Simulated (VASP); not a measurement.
# TiO2 (Anatase) (I4_1/amd) in VASP: a series of runs, part 2 of 2

VASP 6.6.1. Earlier steps stand in the parts before.

## Step 5: Single point, PBE

INCAR reads:

```
SYSTEM = TiO2
ADDGRID = .FALSE.
ALGO = Normal
EDIFF = 1E-7
ENCUT = 460
GGA = PE
ISIF = 2
ISMEAR = 0
LASPH = .TRUE.
LCHARG = .FALSE.
LREAL = .FALSE.
LWAVE = .FALSE.
NELM = 100
PREC = Accurate
SIGMA = 0.2
```

KPOINTS reads:

```
k-points
0
G
  5 5 5
  0 0 0
```

POSCAR reads:

```
TiO2
1.0
   -1.8921000000      1.8921000000      4.7573000000
    1.8921000000     -1.8921000000      4.7573000000
    1.8921000000      1.8921000000     -4.7573000000
Ti O
2 4
Direct
    0.7634100000      0.2505420000      0.5022120000
    0.0240310000     -0.0225460000     -0.0109780000
    0.8032660000      0.7916050000      0.0039110000
    0.5255800000      0.0234350000      0.4817660000
    0.9615640000      0.4693800000      0.5068500000
    0.1853180000      0.2146180000     -0.0384270000
```

Potentials or basis: VASP PAW PBE potentials, release 64 (Ti, O).

Command:

```bash
$ cat potpaw_PBE.64/Ti/POTCAR potpaw_PBE.64/O/POTCAR > POTCAR
$ mpirun -np 1 vasp_std > vasp.out
```

OUTCAR:

```text
SYSTEM = TiO2
   EDIFF = 1E-7
   ENCUT = 460
   GGA = PE
   ISIF = 2
   ISMEAR = 0
   LASPH = .TRUE.
   LREAL = .FALSE.
   NELM = 100
   PREC = Accurate

 Found     63 irreducible k-points:

 Following reciprocal coordinates:
            Coordinates               Weight
  0.000000  0.000000  0.000000      1.000000
  0.200000 -0.000000  0.000000      2.000000
 -0.000000  0.200000  0.000000      2.000000
 -0.000000  0.200000 -0.200000      2.000000
  0.200000 -0.000000 -0.200000      2.000000
  0.400000  0.000000  0.000000      2.000000
   k-points           NKPTS =     63   k-points in BZ     NKDIM =     63   number of bands    NBANDS=     20
   number of dos      NEDOS =    301   number of ions     NIONS =      6
   total plane-waves  NPLWV =  64000
   dimension x,y,z NGX =    40 NGY =   40 NGZ =   40
   dimension x,y,z NGXF=    80 NGYF=   80 NGZF=   80
   ions per type =               2   4
   NGX,Y,Z   is equivalent  to a cutoff of  12.18, 12.18, 12.18 a.u.
   NGXF,Y,Z  is equivalent  to a cutoff of  24.37, 24.37, 24.37 a.u.
 SYSTEM =  TiO2
   PREC   = accura    normal or accurate (medium, high low for compatibility)
   ISTART =      0    job   : 0-new  1-cont  2-samecut
   ICHARG =      2    charge: 1-file 2-atom 10-const
   ISPIN  =      1    spin polarized calculation?
   LNONCOLLINEAR =      F non collinear calculations
   LSORBIT =      F    spin-orbit coupling
   LASPH  =      T    aspherical Exc in radial PAW
   ENCUT  =  460.0 eV  33.81 Ry    5.81 a.u.   9.55  9.55  9.55*2*pi/ulx,y,z
   NELM   =    100;   NELMIN=  2; NELMDL= -5     # of ELM steps
   EDIFF  = 0.1E-06   stopping-criterion for ELM
   LREAL  =      F    real-space projection
   EDIFFG = 0.1E-05   stopping-criterion for IOM
   NSW    =      0    number of steps for IOM
   IBRION =     -1    ionic relax: 0-MD 1-quasi-New 2-CG
   NFREE  =      0    steps in history (QN), initial steepest desc. (CG)
   ISIF   =      2    stress and relaxation
   ISYM   =      2    0-nonsym 1-usesym 2-fastsym
   POTIM  = 0.5000    time-step for ionic-motion
   TEBEG  =    0.0;   TEEND  =   0.0 temperature during run
   PSTRESS=    0.0 pullay stress
   NELECT =      32.0000    total number of electrons
   NUPDOWN=      -1.0000    fix difference up-down
   EMIN   =  10.00;   EMAX   =-10.00  energy-range for DOS
   EFERMI =   0.00;   METHOD = LEGACY
   ISMEAR =     0;   SIGMA  =   0.20  broadening in eV -4-tet -1-fermi 0-gaus
   EFERMI_NEDOS =   21; number of points for ismear=-14 and -15
   IALGO  =     38    algorithm
   IMIX   =      4    mixing-type and parameters
     AMIX     =   0.40;   BMIX     =  1.00
     AMIX_MAG =   1.60;   BMIX_MAG =  1.00
  volume/ion in A,a.u.               =      11.35        76.62
  Fermi-wavevector in a.u.,A,eV,Ry     =   1.272590  2.404847 22.034444  1.619486
  Thomas-Fermi vector in A             =   2.405460
   LORBIT       =      0    0 simple, 1 ext, 2 COOP (PROOUT), +10 PAW based schemes
   GGA     = PE    functional components
   LHFCALC =     F    Hartree Fock is set to
   AEXX    =    0.0000 exact exchange contribution
   IVDW    =     0    specifies the selected vdW correction
   LEPSILON=     F    determine dielectric tensor
   LRPA    =     F    only Hartree local field effects (RPA)
 non-spin polarized calculation
 Gauss-broadening in eV      SIGMA  =   0.20
  energy-cutoff  :      460.00
  volume of cell :       68.13
 maximum number of plane-waves:      1547
 NGX is ok and might be reduce to    40
   NGX = 19   NGY = 19   NGZ = 19

 number of electron      32.0000003 magnetization

 Free energy of the ion-electron system (eV)
  ---------------------------------------------------
  ext. energy  EPLUGINS =         0.00000000
  ---------------------------------------------------
  free energy    TOTEN  =       -52.51203670 eV

  energy without entropy =      -52.51203670  energy(sigma->0) =      -52.51203670

 E-fermi :   1.6944     XC(G=0): -10.5288

 val. band max:        0.7800606253   @ k =   0.0000   0.0000  -0.4000
 cond. band min:       2.9960013606   @ k =   0.0000   0.0000   0.0000
 fundamental gap:      2.2159407353
 Fermi energy:         1.6944241980

 k-point     1 :       0.0000    0.0000    0.0000
  band No.  band energies     occupation
      1     -16.9494      2.00000
      2     -16.0536      2.00000
      3     -15.8427      2.00000
      4     -15.5294      2.00000
      5      -3.1880      2.00000
      6      -3.0602      2.00000
[... 12 lines left out ...]
     19       4.2135      0.00000
     20       4.4020      0.00000
[... 93 lines left out ...]
 k-point     6 :       0.4000    0.0000    0.0000
  band No.  band energies     occupation
      1     -16.5038      2.00000
      2     -15.7850      2.00000
      3     -15.6425      2.00000
      4     -15.4242      2.00000
      5      -3.9046      2.00000
      6      -3.3869      2.00000
[... 12 lines left out ...]
     19       4.2663      0.00000
     20       4.5781      0.00000

 [... further k-points ...]
[... 5 lines left out ...]
  --------------------------------------------------------------------------------------
  -------------------------------------------------------------------------------------
  Total        5.3000861      7.5739648      1.1191333      0.1873994      0.3616697      0.4104051
  in kB      124.6478549    178.1251178     26.3198671      4.4072753      8.5057776      9.6519397
  external PRESSURE =     109.6976132 kB  Pullay stress =       0.0000000 kB

 VOLUME and BASIS-vectors are now :
 -----------------------------------------------------------------------------
  energy-cutoff  :      460.00
  volume of cell :       68.13
      direct lattice vectors                 reciprocal lattice vectors
    -1.892100000  1.892100000  4.757300000     0.000000000  0.264256646  0.105101633
     1.892100000 -1.892100000  4.757300000     0.264256646  0.000000000  0.105101633
     1.892100000  1.892100000 -4.757300000     0.264256646  0.264256646  0.000000000

 POSITION                                       TOTAL-FORCE (eV/Angst)
 -----------------------------------------------------------------------------------
     -0.02016      1.92063      2.43450         0.093429     -1.692948      0.030553
      3.67530      0.06736      0.05929         1.314023     -0.984753     -0.405965
     -0.01466      0.02946      7.56867         0.151687     -0.551442     -0.024762
     -0.03856      1.86166      0.31992         0.273822      0.587985      1.247927
      0.02775      1.89027      4.39619        -1.812797     -0.239690      0.138485
      1.87483      1.76395     -2.67188        -0.020165      2.880848     -0.986239
 -----------------------------------------------------------------------------------
    total drift:                               -0.000133      0.000327     -0.000492

  FREE ENERGIE OF THE ION-ELECTRON SYSTEM (eV)
  ---------------------------------------------------
  free  energy   TOTEN  =       -52.5120367028 eV

  energy  without entropy=      -52.5120367028  energy(sigma->0) =      -52.51203670
```

OSZICAR:

```text
N       E                     dE             d eps       ncg     rms          rms(c)
DAV:   1     0.375722965755E+03    0.37572E+03   -0.13542E+04  2520   0.143E+03
DAV:   2    -0.881617412114E+00   -0.37660E+03   -0.36552E+03  3392   0.356E+02
DAV:   3    -0.671320736706E+02   -0.66250E+02   -0.64969E+02  3216   0.182E+02
[... 11 lines left out ...]
DAV:  15    -0.525120378958E+02    0.70483E-06   -0.66881E-05  3708   0.608E-02    0.107E-02
DAV:  16    -0.525120367566E+02    0.11392E-05   -0.34660E-06  3280   0.171E-02    0.565E-03
DAV:  17    -0.525120365075E+02    0.24903E-06   -0.35583E-06  3956   0.141E-02    0.986E-04
DAV:  18    -0.525120366662E+02   -0.15867E-06   -0.17137E-07  1656   0.425E-03    0.161E-03
DAV:  19    -0.525120367028E+02   -0.36558E-07   -0.13880E-07  1444   0.399E-03
   1 F= -.52512037E+02 E0= -.52512037E+02  d E =-.320211E-11
```

stdout:

```text
POSCAR found type information on POSCAR TiO
 POSCAR found :  2 types and       6 ions
 scaLAPACK will be used
 LDA part: xc-table for (Slater+PW92), standard interpolation
 POSCAR, INCAR and KPOINTS ok, starting setup
 FFT: planning ... GRIDC
 FFT: planning ... GRID_SOFT
 FFT: planning ... GRID
 WAVECAR not read
 entering main loop
```

It took 100 s on 1 thread of Intel Xeon Platinum 8488C (Sapphire Rapids), shared host; peak memory 0.26 GiB.

These settings aren't checked as converged: the numbers below hold their error.

Results:

```
Free energy            : -52.5120 eV
Pressure               : 11.0 GPa
Largest force          : 3.045 eV/Å
Band gap on the k mesh : 2.22 eV, indirect (least direct gap 2.63 eV)
```

Caveat: the k mesh is coarse (spacing up to 0.47 Å⁻¹), so the values aren't converged; the cutoff is under 1.25 times the usual one of these potentials, so pressure, stress and relaxed cells hold a basis-set (Pulay) error; an odd mesh through Γ misses points on the zone boundary, where band edges often lie.

## Step 6: Single point, PBE

INCAR: that of step 5 with these lines changed.

```diff
@@ -14,2 +14,2 @@
 PREC = Accurate
-SIGMA = 0.2
+SIGMA = 0.1
```

KPOINTS is that of step 5.

POSCAR reads:

```
TiO2
1.0
   -1.8921000000      1.8921000000      4.7573000000
    1.8921000000     -1.8921000000      4.7573000000
    1.8921000000      1.8921000000     -4.7573000000
Ti O
2 4
Direct
    0.7500000000      0.2500000000      0.5000000000
    0.0000000000      0.0000000000      0.0000000000
    0.7919000000      0.7919000000      0.0000000000
    0.5419000000      0.0419000000      0.5000000000
    0.9581000000      0.4581000000      0.5000000000
    0.2081000000      0.2081000000      0.0000000000
```

Potentials or basis: VASP PAW PBE potentials, release 64 (Ti, O).

Command:

```bash
$ cat potpaw_PBE.64/Ti/POTCAR potpaw_PBE.64/O/POTCAR > POTCAR
$ mpirun -np 1 vasp_std > vasp.out
```

It took 34 s on 1 thread of Intel Xeon Platinum 8488C (Sapphire Rapids), shared host; peak memory 0.23 GiB.

The run converged, but some of its settings lie outside the range that counts as converged, so its numbers aren't taken as properties of the crystal.

What came out:

```
Free energy            : -52.9274 eV
Pressure               : 7.6 GPa
Largest force          : 0.163 eV/Å
Band gap on the k mesh : 1.95 eV, indirect (least direct gap 2.27 eV)
```

Caveat: the k mesh is coarse (spacing up to 0.47 Å⁻¹), so the values aren't converged; the cutoff is under 1.25 times the usual one of these potentials, so pressure, stress and relaxed cells hold a basis-set (Pulay) error; an odd mesh through Γ misses points on the zone boundary, where band edges often lie.

## Step 7: For comparison

An earlier run on the cell as given: functional PBEsol; potentials or basis VASP PAW PBE potentials, release 64 (Ti_sv, O); cutoff 520 eV; k mesh 10 × 10 × 10; occupations fermi-dirac, width 0.05 eV; no spin polarisation.

- Pressure: -0.4 GPa
- Largest force: 0.012 eV/Å
- Band gap on the k mesh: 2.06 eV, indirect (least direct gap 2.40 eV)
